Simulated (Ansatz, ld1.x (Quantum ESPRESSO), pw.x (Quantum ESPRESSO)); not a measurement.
pw.x on fcc Mg: one setting changed

Potential: norm-conserving Troullier–Martins (Kleinman–Bylander form), ld1.x (Quantum ESPRESSO) 7.5, PBE; core [Ne], reference 3s2 3p0; waves: 3p (bound, empty): rc 2.75 bohr; 3d channel at 0.05 Ry: rc 2.85 bohr; 3s (bound): rc 2.70 bohr; local part: the s channel; core correction: none.

The reference run (k-mesh 13³, cutoffs 35/140 Ry, Fermi–Dirac 0.01 Ry, mixing_beta 0.4, conv_thr 1e-9, no spin) gives -0.25 GPa at 23.198 Å³/atom, where all-electron LAPW gives -0.07 GPa. This run, with its own iteration cap, changes smearing to mp.

```
&control
  calculation='scf', prefix='x', pseudo_dir='./', outdir='./tmp', tstress=.true., disk_io='none'
/
&system
  ibrav=0, nat=1, ntyp=1, ecutwfc=35, ecutrho=140, nbnd=8,
  occupations='smearing', smearing='mp', degauss=0.01
/
&electrons
  conv_thr=1e-09, mixing_beta=0.4, electron_maxstep=50
/
ATOMIC_SPECIES
Mg 1.0 Mg.UPF
CELL_PARAMETERS angstrom
  0.00000000 2.26363734 2.26363734
  2.26363734 0.00000000 2.26363734
  2.26363734 2.26363734 0.00000000
ATOMIC_POSITIONS crystal
Mg 0.0000 0.0000 0.0000
K_POINTS automatic
13 13 13 0 0 0
```

```bash
pw.x < Mg.scf.in > Mg.scf.out
```

Task: How does the run end?

Result: It converges in 5 iterations; the free energy moves by +13.3 meV/atom and the pressure by -0.08 GPa. This scheme is built to cancel the term in the square of the width that Fermi–Dirac smearing leaves in the F of a metal.

```
Message from routine setup:
     using ibrav=0 with symmetry is DISCOURAGED, use correct ibrav instead
     lattice parameter (alat)  =       6.0495  a.u.
     unit-cell volume          =     156.5479 (a.u.)^3
     number of electrons       =         2.00
     number of Kohn-Sham states=            8
     kinetic-energy cutoff     =      35.0000  Ry
     charge density cutoff     =     140.0000  Ry
     scf convergence threshold =      1.0E-09
     Exchange-correlation= PBE
     number of k points=    84  Methfessel-Paxton smearing, width (Ry)=  0.0100
     iteration #  1     ecut=    35.00 Ry     beta= 0.40
     total energy              =      -1.76581418 Ry
     estimated scf accuracy    <       0.00446573 Ry
     iteration #  2     ecut=    35.00 Ry     beta= 0.40
     total energy              =      -1.76632189 Ry
     estimated scf accuracy    <       0.00162619 Ry
     iteration #  3     ecut=    35.00 Ry     beta= 0.40
     total energy              =      -1.76637638 Ry
     estimated scf accuracy    <       0.00000227 Ry
     iteration #  4     ecut=    35.00 Ry     beta= 0.40
     total energy              =      -1.76637926 Ry
     estimated scf accuracy    <       0.00000100 Ry
     iteration #  5     ecut=    35.00 Ry     beta= 0.40
     the Fermi energy is     3.5613 ev
!    total energy              =      -1.76637931 Ry
     estimated scf accuracy    <          8.8E-10 Ry
     smearing contrib. (-TS)   =      -0.00001433 Ry
     The total energy is F=E-TS. E is the sum of the following terms:
     one-electron contribution =       1.22741925 Ry
     hartree contribution      =       0.00462101 Ry
     xc contribution           =      -0.85477159 Ry
     ewald contribution        =      -2.14363365 Ry
     convergence has been achieved in   5 iterations
          total   stress  (Ry/bohr**3)                   (kbar)     P=       -3.29
     Message from routine punch:
     Nothing written, as per user request (disk_io='none')
```

The run took about 3.9 s on one core of a shared host (Neoverse-V1, 32 threads, 247 GiB, load 20).
